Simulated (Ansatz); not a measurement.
**Molecular dynamics of TaN**

Input file:

```yaml
crystal:
  lattice:
    - [-3.034844, -5.256504, 0.0]
    - [4.552266, -2.628252, 0.0]
    - [0.0, 0.0, 5.966941]
  atoms:
    - { symbol: Ta, position: [0.75, 0.5, 0.25] }
    - { symbol: "N", position: [0.5, 0.6666667, 0.0] }
    - { symbol: Ta, position: [0.75, 0.5, 0.75] }
    - { symbol: "N", position: [0.5, 0.6666667, 0.5] }
    - { symbol: Ta, position: [0.5, 0.0, 0.25] }
    - { symbol: "N", position: [0.25, 0.1666667, 0.0] }
    - { symbol: Ta, position: [0.5, 0.0, 0.75] }
    - { symbol: "N", position: [0.25, 0.1666667, 0.5] }
    - { symbol: Ta, position: [0.25, 0.5, 0.25] }
    - { symbol: "N", position: [0.0, 0.6666667, 0.0] }
    - { symbol: Ta, position: [0.25, 0.5, 0.75] }
    - { symbol: "N", position: [0.0, 0.6666667, 0.5] }
    - { symbol: Ta, position: [0.0, 0.0, 0.25] }
    - { symbol: "N", position: [0.75, 0.1666667, 0.0] }
    - { symbol: Ta, position: [0.0, 0.0, 0.75] }
    - { symbol: "N", position: [0.75, 0.1666667, 0.5] }
basis:
  ecutwfc: 420.0
kpoints:
  mp_grid: { grid: [2, 2, 2] }
hamiltonian:
  xc: pbe
  pseudopotentials: { kind: paw, azcp: { folder: soft_1 } }
scf:
  occupations: { method: fermi_dirac, width: 0.17 }
  lower_state_search: "off"
md:
  timestep: 1.5
  n_steps: 430
  ensemble: nvt_langevin
  temperature: 300.0
  initial_velocities: maxwell_boltzmann
  seed: 162891
  friction: 0.02
  temperature_schedule: [{ n_steps: 430, end_temperature: 2000.0 }]
```

Run as:

```bash
$ ansatz run input.yaml --threads 1 --pin off --max-ram 3072MiB --backend cpu --events-out ev --progress --plain --runs-dir out
```

It starts from a structure without forces on its atoms.

Output, in part (step lines):

```
md step     0: t =     0.00 fs  T =   281.2 K (target 300.0 K)  F+E_penalty+E_count = -82554.40977850 eV  E_kin = 0.581670 eV  (8 SCF iters)
md step     1: t =     1.50 fs  T =   272.2 K (target 302.0 K)  F+E_penalty+E_count = -82554.40370241 eV  E_kin = 0.563024 eV  (6 SCF iters)
md step     2: t =     3.00 fs  T =   272.6 K (target 305.9 K)  F+E_penalty+E_count = -82554.38539734 eV  E_kin = 0.563811 eV  (6 SCF iters)
md step     3: t =     4.50 fs  T =   247.3 K (target 309.9 K)  F+E_penalty+E_count = -82554.35622898 eV  E_kin = 0.511397 eV  (6 SCF iters)
md step     4: t =     6.00 fs  T =   232.5 K (target 313.8 K)  F+E_penalty+E_count = -82554.31820939 eV  E_kin = 0.480907 eV  (6 SCF iters)
md step     5: t =     7.50 fs  T =   228.3 K (target 317.8 K)  F+E_penalty+E_count = -82554.27300416 eV  E_kin = 0.472167 eV  (4 SCF iters)
md step     6: t =     9.00 fs  T =   226.3 K (target 321.7 K)  F+E_penalty+E_count = -82554.22221159 eV  E_kin = 0.468041 eV  (4 SCF iters)
md step     7: t =    10.50 fs  T =   220.7 K (target 325.7 K)  F+E_penalty+E_count = -82554.16895250 eV  E_kin = 0.456495 eV  (4 SCF iters)
[... lines left out ...]
md step   429: t =   643.50 fs  T =  1398.1 K (target 1994.1 K)  F+E_penalty+E_count = -82551.02142770 eV  E_kin = 2.891558 eV  (7 SCF iters)
md step   430: t =   645.00 fs  T =  1571.8 K (target 1998.0 K)  F+E_penalty+E_count = -82551.01200085 eV  E_kin = 3.250635 eV  (8 SCF iters)
```

The steps, from the saved trajectory:

```csv
time (fs),T (K),potential energy less start (eV)
0.0,281,0.000
21.0,119,0.473
42.0,296,0.535
63.0,382,0.499
84.0,289,0.734
105.0,483,0.788
126.0,470,0.885
147.0,610,1.141
168.0,635,1.354
189.0,970,0.974
210.0,664,1.780
231.0,664,1.883
252.0,994,1.722
273.0,1307,1.431
294.0,1139,2.034
315.0,795,2.191
336.0,1171,1.981
357.0,1327,2.258
378.0,1313,1.827
399.0,1040,3.035
420.0,1636,1.909
441.0,1443,2.149
462.0,1149,2.355
483.0,1568,2.685
504.0,1614,3.036
525.0,1468,2.665
546.0,1317,3.014
567.0,1645,2.571
588.0,1426,2.676
609.0,1584,2.641
630.0,1624,3.289
```

All steps were run. The schedule's set-point averaged 1575 K over the second half and the system 1423 K. A run of 0.65 ps of so small a system gives no equilibrium averages. Limits of this set-up: coarse k mesh.

Mean squared displacements from the first frame to the last, about the centre of mass: Ta 0.02 Å², N 0.05 Å².

Last frame:

```xyz
16
Lattice="-3.0348 -5.2565 0.0000 4.5523 -2.6283 0.0000 0.0000 0.0000 5.9669" Properties=species:S:1:pos:R:3
Ta -0.082 -5.199 1.777
N 1.632 -4.318 -0.025
Ta 0.043 -5.354 4.618
N 1.593 -4.713 3.275
Ta -1.491 -2.617 1.564
N 0.049 -1.880 0.109
Ta -1.637 -2.796 4.646
N 0.067 -1.735 3.280
Ta 1.376 -2.631 1.722
N 2.998 -1.793 0.345
Ta 1.562 -2.715 4.527
N 2.945 -1.618 3.227
Ta 0.025 0.041 1.798
N -1.395 -4.428 0.243
Ta 0.022 -0.032 4.654
N -1.442 -4.623 3.287
```

Time of the run: 29 min on 1 thread of AMD EPYC 7R13 Processor (Zen 3), with other jobs on the host, peak memory 0.72 GiB.
